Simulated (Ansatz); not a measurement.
Write the native input for Ansatz 0.2.0 that does the following.

| Quantity | Value |
| --- | --- |
| Task | relaxation of cell and atoms |
| Functional | LDA |
| Potentials or basis | Ansatz PAW |
| Cutoff | 420 eV (not typed: the program's choice for these potentials) |
| k mesh | 12 × 12 × 12 |
| Occupations | fermi-dirac, width 0.05 eV |
| Spin | no spin polarisation |
| Hubbard terms | Mo d U = 5.3 eV |
| Hubbard projectors | ortho-atomic |
| Double counting | fll (the default) |

The system is Mo.

```
Mo
1.0
    -1.58381    1.58381    1.58381
     1.58381   -1.58381    1.58381
     1.58381    1.58381   -1.58381
Mo
1
Cartesian
  0.0000 0.0000 0.0000
```

The input as run:

input.yaml

```yaml
crystal:
  lattice:
    - [-1.5838089719, 1.5838089719, 1.5838089719]
    - [1.5838089719, -1.5838089719, 1.5838089719]
    - [1.5838089719, 1.5838089719, -1.5838089719]
  atoms:
    - { symbol: Mo, position: [0.0, 0.0, 0.0] }
hamiltonian:
  xc: lda
  pseudopotentials: { kind: paw }
  hubbard:
    sites: [{ species: Mo, l: d, u_eff: 5.3 }]
    projectors: ortho-atomic
kpoints:
  mp_grid: { grid: [12, 12, 12] }
scf:
  occupations: { method: fermi_dirac, width: 0.05 }
output:
  forces: true
  stress: true
relax:
  f_tol: 0.01
  max_steps: 40
  cell: { stress_tol: 0.05 }
```

Potentials or basis: Ansatz PAW.

The run is started by

```console
$ ansatz run input.yaml --threads 2 --pin off --max-ram 5120MiB --backend cpu --events-out ev --progress --plain --runs-dir out
```

Results of the run:

- Relaxed volume: 15.31 Å³/atom
- Relaxed cell: a = 2.709 Å, b = 2.709 Å, c = 2.709 Å, α = 109.47°, β = 109.47°, γ = 109.47°
- Space group after relaxing (to 0.05 Å): Im-3m (No. 229)
- Energy gained by relaxing: 17.3 meV/atom
- Ionic steps: 4
- Pressure after relaxing: 0.0 GPa

Caveat: the plane-wave basis is chosen anew once the cell has moved, so the energies of steps on either side of that aren't comparable; the PAW data sets come from PBE, with cores solved anew for the run's functional, which leaves a small shift of forces and pressure; the U is typed as a test and isn't derived for this compound.

It took 2.5 s on 2 threads of Arm Neoverse V1, with other jobs on the host, peak memory 0.26 GiB.
